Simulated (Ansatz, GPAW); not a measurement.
Given: the input of a run of GPAW 26.7.0 (ASE script) on CuI (Marshite). 

The input run.py:

```python
from ase.dft.bandgap import bandgap
from ase.io import read, write
from ase.units import Bohr, GPa
from gpaw import GPAW, PW, setup_paths
from gpaw.elf import elf_from_dft_calculation

setup_paths.insert(0, '.')

atoms = read('CuI.xyz')

calc = GPAW(mode=PW(600),
            xc='PBEsol',
            kpts={'size': (8, 8, 8), 'gamma': True},
            occupations={'name': 'methfessel-paxton', 'order': 0, 'width': 0.02},
            nbands=19,
            convergence={'density': 1e-05, 'energy': 1e-05},
            maxiter=150,
            txt='gpaw.txt')
atoms.calc = calc
energy = atoms.get_potential_energy()
forces = atoms.get_forces()
stress = atoms.get_stress()
calc.write('gs.gpw')
write('result.traj', atoms)
print(f'Energy: {energy:.6f} eV')
print('Forces (eV/A):')
print(forces.round(4))
print('Stress (GPa):', (stress / GPa).round(3))
print('Fermi level:', round(calc.get_fermi_level(), 4), 'eV')
print(f'Gap: {bandgap(calc)[0]:.4f} eV, direct: {bandgap(calc, direct=True)[0]:.4f} eV')

# fields on the real-space grid
write('density.cube', atoms, data=calc.get_pseudo_density() * Bohr**3)
write('potential.cube', atoms, data=calc.get_electrostatic_potential())
write('elf.cube', atoms, data=elf_from_dft_calculation(calc).data)
```

The input CuI.xyz:

```xyz
2
Lattice="0.0000000000 3.0315000000 3.0315000000 3.0315000000 0.0000000000 3.0315000000 3.0315000000 3.0315000000 0.0000000000" Properties=species:S:1:pos:R:3 pbc="T T T"
I      0.0000000000      0.0000000000      0.0000000000
Cu     4.5472500000      4.5472500000      4.5472500000
```

Potentials or basis: PAW data sets generated in the run's folder for this functional, pw.

Command:

```sh
$ gpaw-setup -f PBEsol Cu I
$ OMP_NUM_THREADS=1 python run.py
```

Task: Set up the same calculation for Ansatz 0.2.0. Potentials or basis there: Ansatz PAW, cutoff 420 eV.

Result: As run (cutoffs and basis follow the program's own potentials, and thresholds, step limits or extra output files can differ):

The input input.yaml:

```yaml
crystal:
  lattice:
    - [0.0, 3.0315, 3.0315]
    - [3.0315, 0.0, 3.0315]
    - [3.0315, 3.0315, 0.0]
  atoms:
    - { symbol: I, position: [0.0, 0.0, 0.0] }
    - { symbol: Cu, position: [0.75, 0.75, 0.75] }
hamiltonian:
  xc: pbesol
  pseudopotentials: { kind: paw }
kpoints:
  mp_grid: { grid: [8, 8, 8] }
scf:
  occupations: { method: gaussian, width: 0.02 }
output:
  forces: true
  stress: true
  eigenvalues: true
  write_density: true
  write_potential: true
  elf: true
  volumetric_format: npy
```

Potentials or basis: Ansatz PAW.

Run with:

```sh
$ ansatz run input.yaml --threads 2 --pin off --max-ram 5632MiB --backend cpu --events-out ev --progress --plain --runs-dir out
```

Both were run:

|  | GPAW | Ansatz |
| --- | --- | --- |
| Pressure | -1.9 GPa | -2.6 GPa |

Ansatz's pressure holds a Pulay term of +0.05 GPa for its cutoff of 420 eV, which the other run lacks.

The potentials hold 18 and 36 valence electrons a cell.

Ansatz's potentials were made for PBE.

Where Ansatz's input types no cutoff or centring, it takes its own default and a Γ-centred mesh.

Pressure is positive in compression.
